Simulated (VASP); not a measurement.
# GaSb (F-43m) in VASP: settings compared

Aim: see how the results for GaSb move with the level of theory and the settings. Levels: r2SCAN+D4, r2SCAN. Tasks: single point.

Program: VASP 6.6.1. These are calculated values, not measurements. Logs are shortened: lines on timing, memory, paths and dates and some standing lists are left out, and cuts for length are marked.

**The experiment to reproduce.**

A printed reference work, data compilation reports, for a bulk crystal of GaSb at 4.2 K: band gap 0.811 eV (direct).

The runs below are set against these values where they give the same quantity.

## 1. The cell of the first run

It takes space group F-43m (No. 216, cubic). Conventional cell: a = 6.064 Å, b = 6.064 Å, c = 6.064 Å, α = 90.00°, β = 90.00°, γ = 90.00°. Within 3.5 Å of Ga (site symmetry -43m) lie 4 Sb at 2.63 Å. Within 3.5 Å of Sb (site symmetry -43m) lie 4 Ga at 2.63 Å.

## 2. Single point, r2SCAN+D4 (volume scaled by 0.98)

POSCAR

```
GaSb
1.0
    0.0000000000      3.0317979111      3.0317979111
    3.0317979111      0.0000000000      3.0317979111
    3.0317979111      3.0317979111      0.0000000000
Ga Sb
1 1
Direct
    0.0000000000      0.0000000000      0.0000000000
    0.7500000000      0.7500000000      0.7500000000
```

INCAR.step1

```
SYSTEM = GaSb
PREC = Accurate
ENCUT = 520
ISMEAR = 0
SIGMA = 0.05
LREAL = .False.
LASPH = .True.
NELM = 80
NBANDS = 16
GGA = PE
ALGO = Normal
EDIFF = 1E-4
LWAVE = .True.
LCHARG = .False.
```

INCAR.step2

```
SYSTEM = GaSb
PREC = Accurate
ENCUT = 520
EDIFF = 1E-7
ISMEAR = 0
SIGMA = 0.05
LREAL = .False.
LASPH = .True.
NELM = 80
ALGO = Normal
ISIF = 2
LWAVE = .False.
LCHARG = .False.
METAGGA = R2SCAN
LMIXTAU = .True.
IVDW = 13
VDW_S6 = 1.0
VDW_S8 = 0.6018749
VDW_A1 = 0.51559235
VDW_A2 = 5.77342911
NBANDS = 16
ISTART = 1
```

KPOINTS

```
regular mesh
0
Gamma
  6 6 6
  0 0 0
```

Potentials or basis: VASP PAW PBE potentials, release 64 (Ga_d, Sb).

The run is started by

```sh
$ cat potpaw_PBE.64/Ga_d/POTCAR potpaw_PBE.64/Sb/POTCAR > POTCAR
$ cp INCAR.step1 INCAR
$ mpirun -np 1 vasp_std > vasp.out
$ cp INCAR.step2 INCAR
$ mpirun -np 1 vasp_std > vasp.out
```

OUTCAR:

```text
SYSTEM = GaSb
   PREC = Accurate
   ENCUT = 520
   EDIFF = 1E-7
   ISMEAR = 0
   LREAL = .False.
   LASPH = .True.
   NELM = 80
   ISIF = 2
   METAGGA = R2SCAN
   IVDW = 13
   ISTART = 1

 ion  position               nearest neighbor table
   1  0.000  0.000  0.000-   2 2.63   2 2.63   2 2.63   2 2.63
   2  0.750  0.750  0.750-   1 2.63   1 2.63   1 2.63   1 2.63

  LATTYP: Found a face centered cubic cell.
 ALAT       =     6.0635958222

  Lattice vectors:

 A1 = (   0.0000000000,   3.0317979111,   3.0317979111)
 A2 = (   3.0317979111,   0.0000000000,   3.0317979111)
 A3 = (   3.0317979111,   3.0317979111,   0.0000000000)

Analysis of symmetry for initial positions (statically):
=====================================================================
 Subroutine PRICEL returns:
 Original cell was already a primitive cell.

 Routine SETGRP: Setting up the symmetry group for a
 face centered cubic supercell.

 Subroutine GETGRP returns: Found 24 space group operations
 (whereof 24 operations were pure point group operations)
 out of a pool of 48 trial point group operations.

The static configuration has the point symmetry T_d .

Analysis of symmetry for dynamics (positions and initial velocities):
=====================================================================
 Subroutine PRICEL returns:
 Original cell was already a primitive cell.

 Routine SETGRP: Setting up the symmetry group for a
 face centered cubic supercell.

 Subroutine GETGRP returns: Found 24 space group operations
 (whereof 24 operations were pure point group operations)
 out of a pool of 48 trial point group operations.

The dynamic configuration has the point symmetry T_d .

 Subroutine INISYM returns: Found 24 space group operations
 (whereof 24 operations are pure point group operations),
 and found     1 'primitive' translations

----------------------------------------------------------------------------------------

                                     Primitive cell

  volume of cell :      55.7354

  direct lattice vectors                    reciprocal lattice vectors
     0.000000000  3.031797911  3.031797911    -0.164918644  0.164918644  0.164918644
     3.031797911  0.000000000  3.031797911     0.164918644 -0.164918644  0.164918644
     3.031797911  3.031797911  0.000000000     0.164918644  0.164918644 -0.164918644

  length of vectors
     4.287609724  4.287609724  4.287609724     0.285647470  0.285647470  0.285647470

  position of ions in fractional coordinates (direct lattice)
     0.000000000  0.000000000  0.000000000
     0.750000000  0.750000000  0.750000000

  ion indices of the primitive-cell ions
   primitive index   ion index
                 1           1
                 2           2

----------------------------------------------------------------------------------------

 KPOINTS: regular mesh

Automatic generation of k-mesh.
 Grid dimensions read from file:
 generate k-points for:    6    6    6

 Generating k-lattice:

  Cartesian coordinates                     Fractional coordinates (reciprocal lattice)
    -0.027486441  0.027486441  0.027486441     0.166666667  0.000000000  0.000000000
     0.027486441 -0.027486441  0.027486441     0.000000000  0.166666667  0.000000000
     0.027486441  0.027486441 -0.027486441     0.000000000  0.000000000  0.166666667

  Length of vectors
     0.047607912  0.047607912  0.047607912

  Shift w.r.t. Gamma in fractional coordinates (k-lattice)
     0.000000000  0.000000000  0.000000000

 Subroutine IBZKPT returns following result:
 ===========================================

 Found     16 irreducible k-points:

 Following reciprocal coordinates:
            Coordinates               Weight
  0.000000  0.000000  0.000000      1.000000
  0.166667  0.000000  0.000000      8.000000
  0.333333  0.000000  0.000000      8.000000
  0.500000  0.000000  0.000000      4.000000
  0.166667  0.166667  0.000000      6.000000
  0.333333  0.166667  0.000000     24.000000
[... 8 lines left out ...]
 -0.333333  0.333333  0.166667     24.000000
 -0.333333  0.500000  0.166667     12.000000
   k-points           NKPTS =     16   k-points in BZ     NKDIM =     16   number of bands    NBANDS=     16
   number of dos      NEDOS =    301   number of ions     NIONS =      2
   total plane-waves  NPLWV =  32768
   dimension x,y,z NGX =    32 NGY =   32 NGZ =   32
   dimension x,y,z NGXF=    64 NGYF=   64 NGZF=   64
   ions per type =               1   1
   NGX,Y,Z   is equivalent  to a cutoff of  12.41, 12.41, 12.41 a.u.
   NGXF,Y,Z  is equivalent  to a cutoff of  24.82, 24.82, 24.82 a.u.
 SYSTEM =  GaSb
   PREC   = accura    normal or accurate (medium, high low for compatibility)
   ISTART =      1    job   : 0-new  1-cont  2-samecut
   ICHARG =      0    charge: 1-file 2-atom 10-const
   ISPIN  =      1    spin polarized calculation?
   LNONCOLLINEAR =      F non collinear calculations
   LSORBIT =      F    spin-orbit coupling
   LASPH  =      T    aspherical Exc in radial PAW
   ENCUT  =  520.0 eV  38.22 Ry    6.18 a.u.   7.97  7.97  7.97*2*pi/ulx,y,z
   NELM   =     80;   NELMIN=  2; NELMDL=  0     # of ELM steps
   EDIFF  = 0.1E-06   stopping-criterion for ELM
   LREAL  =      F    real-space projection
   EDIFFG = 0.1E-05   stopping-criterion for IOM
   NSW    =      0    number of steps for IOM
   IBRION =     -1    ionic relax: 0-MD 1-quasi-New 2-CG
   NFREE  =      0    steps in history (QN), initial steepest desc. (CG)
   ISIF   =      2    stress and relaxation
   ISYM   =      2    0-nonsym 1-usesym 2-fastsym
   POTIM  = 0.5000    time-step for ionic-motion
   TEBEG  =    0.0;   TEEND  =   0.0 temperature during run
   PSTRESS=    0.0 pullay stress
   NELECT =      18.0000    total number of electrons
   NUPDOWN=      -1.0000    fix difference up-down
   EMIN   =  10.00;   EMAX   =-10.00  energy-range for DOS
   EFERMI =   0.00;   METHOD = LEGACY
   ISMEAR =     0;   SIGMA  =   0.05  broadening in eV -4-tet -1-fermi 0-gaus
   EFERMI_NEDOS =   21; number of points for ismear=-14 and -15
   IALGO  =     38    algorithm
   IMIX   =      4    mixing-type and parameters
     AMIX     =   0.40;   BMIX     =  1.00
     AMIX_MAG =   1.60;   BMIX_MAG =  1.00
  volume/ion in A,a.u.               =      27.87       188.06
  Fermi-wavevector in a.u.,A,eV,Ry     =   1.123196  2.122532 17.164681  1.261568
  Thomas-Fermi vector in A             =   2.259860
   LORBIT       =      0    0 simple, 1 ext, 2 COOP (PROOUT), +10 PAW based schemes
   METAGGA = R2SCAN    functional components
   LHFCALC =     F    Hartree Fock is set to
   AEXX    =    0.0000 exact exchange contribution
   IVDW    =    13    specifies the selected vdW correction
   LEPSILON=     F    determine dielectric tensor
   LRPA    =     F    only Hartree local field effects (RPA)
 non-spin polarized calculation
 Gauss-broadening in eV      SIGMA  =   0.05
  energy-cutoff  :      520.00
  volume of cell :       55.74
 maximum number of plane-waves:      1524
   NGX = 15   NGY = 15   NGZ = 15

 number of electron      17.9999986 magnetization

 Free energy of the ion-electron system (eV)
  ---------------------------------------------------
  ext. energy  EPLUGINS =         0.00000000
  ---------------------------------------------------
  free energy    TOTEN  =       -37.56682996 eV

  energy without entropy =      -37.56682996  energy(sigma->0) =      -37.56682996

 E-fermi :   5.2519     XC(G=0):  -9.8432

 val. band max:        4.9729155209   @ k =   0.0000   0.0000   0.0000
 cond. band min:       5.6280650640   @ k =   0.0000   0.0000   0.0000
 fundamental gap:      0.6551495431
 Fermi energy:         5.2518536624

 k-point     1 :       0.0000    0.0000    0.0000
  band No.  band energies     occupation
      1     -10.5880      2.00000
      2     -10.5880      2.00000
      3     -10.5880      2.00000
      4     -10.5268      2.00000
      5     -10.5268      2.00000
      6      -7.1563      2.00000
[... 8 lines left out ...]
     15      14.0357      0.00000
     16      14.0357      0.00000

 k-point     2 :       0.1667    0.0000    0.0000
  band No.  band energies     occupation
      1     -10.5967      2.00000
      2     -10.5844      2.00000
      3     -10.5843      2.00000
      4     -10.5272      2.00000
      5     -10.5272      2.00000
      6      -6.8484      2.00000
[... 8 lines left out ...]
     15      13.0296      0.00000
     16      13.0296      0.00000

 k-point     3 :       0.3333    0.0000    0.0000
  band No.  band energies     occupation
      1     -10.6133      2.00000
      2     -10.5778      2.00000
      3     -10.5778      2.00000
      4     -10.5271      2.00000
      5     -10.5271      2.00000
      6      -6.0231      2.00000
[... 8 lines left out ...]
     15      13.5922      0.00000
     16      13.5922      0.00000

 k-point     4 :       0.5000    0.0000    0.0000
  band No.  band energies     occupation
      1     -10.6214      2.00000
      2     -10.5751      2.00000
      3     -10.5750      2.00000
      4     -10.5266      2.00000
      5     -10.5265      2.00000
      6      -5.3620      2.00000
[... 8 lines left out ...]
     15      15.5671      0.00000
     16      15.5671      0.00000

 k-point     5 :       0.1667    0.1667    0.0000
  band No.  band energies     occupation
      1     -10.6031      2.00000
      2     -10.5808      2.00000
      3     -10.5808      2.00000
      4     -10.5297      2.00000
      5     -10.5256      2.00000
      6      -6.7434      2.00000
[... 8 lines left out ...]
     15      13.1652      0.00000
     16      14.4165      0.00000

 k-point     6 :       0.3333    0.1667    0.0000
  band No.  band energies     occupation
      1     -10.6166      2.00000
      2     -10.5751      2.00000
      3     -10.5738      2.00000
      4     -10.5317      2.00000
      5     -10.5249      2.00000
      6      -6.0721      2.00000
[... 8 lines left out ...]
     15      14.3006      0.00000
     16      14.7036      0.00000

 k-point     7 :       0.5000    0.1667    0.0000
  band No.  band energies     occupation
      1     -10.6250      2.00000
      2     -10.5722      2.00000
      3     -10.5706      2.00000
      4     -10.5302      2.00000
      5     -10.5258      2.00000
      6      -5.2156      2.00000
[... 8 lines left out ...]
     15      15.5350      0.00000
     16      15.5942      0.00000

 k-point     8 :      -0.3333    0.1667    0.0000
  band No.  band energies     occupation
      1     -10.6215      2.00000
      2     -10.5733      2.00000
      3     -10.5729      2.00000
      4     -10.5282      2.00000
      5     -10.5276      2.00000
      6      -5.4700      2.00000
[... 8 lines left out ...]
     15      13.8133      0.00000
     16      15.4547      0.00000

 k-point     9 :      -0.1667    0.1667    0.0000
  band No.  band energies     occupation
      1     -10.6086      2.00000
      2     -10.5802      2.00000
      3     -10.5775      2.00000
      4     -10.5289      2.00000
      5     -10.5265      2.00000
      6      -6.3581      2.00000
[... 8 lines left out ...]
     15      14.0006      0.00000
     16      14.0862      0.00000

 k-point    10 :       0.3333    0.3333    0.0000
  band No.  band energies     occupation
      1     -10.6295      2.00000
      2     -10.5660      2.00000
      3     -10.5660      2.00000
      4     -10.5372      2.00000
      5     -10.5231      2.00000
      6      -5.5834      2.00000
[... 8 lines left out ...]
     15      15.5586      0.00000
     16      16.3816      0.00000

 k-point    11 :       0.5000    0.3333    0.0000
  band No.  band energies     occupation
      1     -10.6354      2.00000
      2     -10.5637      2.00000
      3     -10.5622      2.00000
      4     -10.5374      2.00000
      5     -10.5235      2.00000
      6      -4.7886      2.00000
[... 8 lines left out ...]
     15      15.9555      0.00000
     16      16.6666      0.00000

 k-point    12 :      -0.3333    0.3333    0.0000
  band No.  band energies     occupation
      1     -10.6308      2.00000
      2     -10.5677      2.00000
      3     -10.5654      2.00000
      4     -10.5325      2.00000
      5     -10.5265      2.00000
      6      -4.7156      2.00000
[... 8 lines left out ...]
     15      13.5643      0.00000
     16      17.7955      0.00000

 k-point    13 :       0.5000    0.5000    0.0000
  band No.  band energies     occupation
      1     -10.6414      2.00000
      2     -10.5584      2.00000
      3     -10.5584      2.00000
      4     -10.5413      2.00000
      5     -10.5219      2.00000
      6      -4.4299      2.00000
[... 8 lines left out ...]
     15      16.6876      0.00000
     16      16.9785      0.00000

 k-point    14 :       0.5000    0.3333    0.1667
  band No.  band energies     occupation
      1     -10.6269      2.00000
      2     -10.5703      2.00000
      3     -10.5671      2.00000
      4     -10.5333      2.00000
      5     -10.5251      2.00000
      6      -5.3127      2.00000
[... 8 lines left out ...]
     15      14.6592      0.00000
     16      16.7667      0.00000

 k-point    15 :      -0.3333    0.3333    0.1667
  band No.  band energies     occupation
      1     -10.6307      2.00000
      2     -10.5693      2.00000
      3     -10.5641      2.00000
      4     -10.5324      2.00000
      5     -10.5265      2.00000
      6      -4.7139      2.00000
[... 8 lines left out ...]
     15      16.1729      0.00000
     16      16.3971      0.00000

 k-point    16 :      -0.3333    0.5000    0.1667
  band No.  band energies     occupation
      1     -10.6360      2.00000
      2     -10.5650      2.00000
      3     -10.5601      2.00000
      4     -10.5363      2.00000
      5     -10.5248      2.00000
      6      -4.3907      2.00000
[... 8 lines left out ...]
     15      15.7437      0.00000
     16      17.1088      0.00000

------------------------ aborting loop because EDIFF is reached ----------------------------------------

  DFT-D4 for vdW energy calculation

  Edisp (eV):   -0.29092

  FORCE on cell =-STRESS in cart. coord.  units (eV):
  Direction    XX          YY          ZZ          XY          YZ          ZX
  --------------------------------------------------------------------------------------
  -------------------------------------------------------------------------------------
  Total       0.46203     0.46203     0.46203     0.00000     0.00000     0.00000
  in kB      13.28146    13.28146    13.28146     0.00000     0.00000     0.00000
  external pressure =       13.28 kB  Pullay stress =        0.00 kB

 VOLUME and BASIS-vectors are now :
 -----------------------------------------------------------------------------
  energy-cutoff  :      520.00
  volume of cell :       55.74
      direct lattice vectors                 reciprocal lattice vectors
     0.000000000  3.031797911  3.031797911    -0.164918644  0.164918644  0.164918644
     3.031797911  0.000000000  3.031797911     0.164918644 -0.164918644  0.164918644
     3.031797911  3.031797911  0.000000000     0.164918644  0.164918644 -0.164918644

 POSITION                                       TOTAL-FORCE (eV/Angst)
 -----------------------------------------------------------------------------------
      0.00000      0.00000      0.00000         0.000000      0.000000      0.000000
      4.54770      4.54770      4.54770        -0.000000     -0.000000     -0.000000
 -----------------------------------------------------------------------------------
    total drift:                                0.000002      0.000002      0.000001

  FREE ENERGIE OF THE ION-ELECTRON SYSTEM (eV)
  ---------------------------------------------------
  free  energy   TOTEN  =       -37.8577450579 eV

  energy  without entropy=      -37.8577450579  energy(sigma->0) =      -37.85774506
```

It took 20 s on 1 thread of Intel Xeon 6975P-C (Granite Rapids), shared host; peak memory 0.18 GiB.

What came out:

* Free energy: -37.8577 eV
* Pressure: 1.3 GPa
* Band gap on the k mesh: 0.66 eV, direct
* Dispersion energy per atom: -0.145 eV

Caveat: the PAW data sets were made with another functional, which shifts forces and pressure a little; spin-orbit coupling is left out, which moves the levels of the heavy elements. A k mesh can miss the band edges.

## 3. Single point, r2SCAN (volume scaled by 0.98)

POSCAR

```
GaSb
1.0
    0.0000000000      3.0451184132      3.0451184132
    3.0451184132      0.0000000000      3.0451184132
    3.0451184132      3.0451184132      0.0000000000
Ga Sb
1 1
Direct
    0.0000000000      0.0000000000      0.0000000000
    0.7500000000      0.7500000000      0.7500000000
```

INCAR.step1

```
  PREC = Accurate
  ENCUT = 520
  ISMEAR = 0
  SIGMA = 0.05
  LREAL = False
  LASPH = True
  NELM = 60
  NBANDS = 16
  GGA = PE
  ALGO = Normal
  EDIFF = 1E-4
  LWAVE = True
  LCHARG = False
```

INCAR.step2

```
  PREC = Accurate
  ENCUT = 520
  EDIFF = 1E-6
  ISMEAR = 0
  SIGMA = 0.05
  LREAL = False
  LASPH = True
  NELM = 60
  ALGO = Normal
  ISIF = 2
  LWAVE = False
  LCHARG = False
  METAGGA = R2SCAN
  LMIXTAU = True
  NBANDS = 16
  ISTART = 1
```

KPOINTS

```
regular mesh
0
Gamma
  6 6 6
```

Potentials or basis: VASP PAW PBE potentials, release 64 (Ga_d, Sb).

The run is started by

```sh
$ cat potpaw_PBE.64/Ga_d/POTCAR potpaw_PBE.64/Sb/POTCAR > POTCAR
$ cp INCAR.step1 INCAR
$ mpirun -np 1 vasp_std > vasp.out
$ cp INCAR.step2 INCAR
$ mpirun -np 1 vasp_std > vasp.out
```

Run time: 17 s. Hardware: 1 thread of Intel Xeon 6975P-C (Granite Rapids), shared host; peak memory 0.18 GiB.

Results (log left out):

```yaml
Free_energy: -37.5743 eV
Pressure: 1.2 GPa
Band_gap_on_the_k_mesh: 0.55 eV, direct
```

Levels at points of the mesh, in eV from the valence-band top:
```tsv
k point	band 7	band 8	band 9	band 10	band 11	band 12
(0.00, 0.00, 0.00)	0.00	0.00	0.00	0.55	2.97	2.97
(0.50, 0.00, 0.00)	-6.65	-1.24	-1.24	0.71	4.01	4.01
(0.50, 0.50, 0.00)	-7.12	-2.75	-2.75	1.10	1.45	9.36
```

Caveat: the PAW data sets were made with another functional, which shifts forces and pressure a little; spin-orbit coupling is left out, which moves the levels of the heavy elements. A k mesh can miss the band edges.

(Continued in part 2 of 2.)
